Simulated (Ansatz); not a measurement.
# CaS (rocksalt): zero-pressure volume and bulk modulus with PBE + D3(BJ)

What volume and stiffness does PBE + D3(BJ) give for CaS (rocksalt)?

Program: Ansatz 0.2.0. Level of theory: DFT PBE + D3(BJ), scalar-relativistic, plane waves, PAW. These are calculated values, not measurements.

### Step 1. The system as given

Symmetry: Fm-3m, No. 225, cubic system. The conventional cell has a = 5.686 Å, b = 5.686 Å, c = 5.686 Å, α = 90.00°, β = 90.00°, γ = 90.00°. Ca (site symmetry m-3m) is surrounded by 6 S at 2.84 Å. Around S (site symmetry m-3m) lie 6 Ca at 2.84 Å.

Structure file:

```cif
data_structure
_symmetry_space_group_name_H-M 'P 1'
_symmetry_Int_Tables_number 1
_cell_length_a 4.0206
_cell_length_b 4.0206
_cell_length_c 4.0206
_cell_angle_alpha 60.000
_cell_angle_beta 60.000
_cell_angle_gamma 60.000
_cell_volume 45.96
loop_
_atom_site_label
_atom_site_type_symbol
_atom_site_fract_x
_atom_site_fract_y
_atom_site_fract_z
_atom_site_occupancy
Ca1 Ca 0.50000 0.50000 0.50000 1
S1 S 0.00000 0.00000 0.00000 1
```

At PBE, an earlier run found 0.80 GPa for this cell of 22.979 Å³/atom (8×8×8 mesh), gap on the mesh 2.35 eV.

### Step 2. At the given cell

input.yaml

```yaml
crystal:
  lattice:
    - [0.0, 2.8430011916, 2.8430011916]
    - [2.8430011916, 0.0, 2.8430011916]
    - [2.8430011916, 2.8430011916, 0.0]
  atoms:
    - { symbol: Ca, position: [0.5, 0.5, 0.5] }
    - { symbol: S, position: [0.0, 0.0, 0.0] }
basis:
  ecutwfc: 420
  ecutrho_ratio: 4
kpoints:
  mp_grid: { grid: [8, 8, 8] }
hamiltonian:
  xc: pbe
  dispersion: d3bj
scf:
  occupations: { method: gaussian, width: 0.05 }
output:
  forces: true
  stress: true
  eigenvalues: true
```

On the command line:

```bash
$ ansatz run input.yaml --threads 4 --pin off --max-ram 8192MiB --backend cpu --events-out ev --progress --plain --runs-dir out
```

After this run come: A step to a new volume; A step to a new volume; Volume × 0.98 of the new zero; Volume × 1.02 of the new zero; Volume × 0.96 of the new zero; Volume × 1.04 of the new zero.

Q: Predict the outcome of this session. Wanted: V0; B0; gap on the mesh; dispersion energy.

The runs gave:

| quantity | value |
| --- | --- |
| V0 | 22.354 Å³/atom |
| B0 | 62 GPa |
| gap on the mesh | 2.29 eV |
| dispersion energy | -346 meV/atom |
| time in all | 4.5 s |

PBE + D3(BJ) puts the minimum at 22.35 Å³/atom, -2.7 % from the cell given, which stood at 0.8 GPa under PBE, with a bulk modulus of 62 GPa.
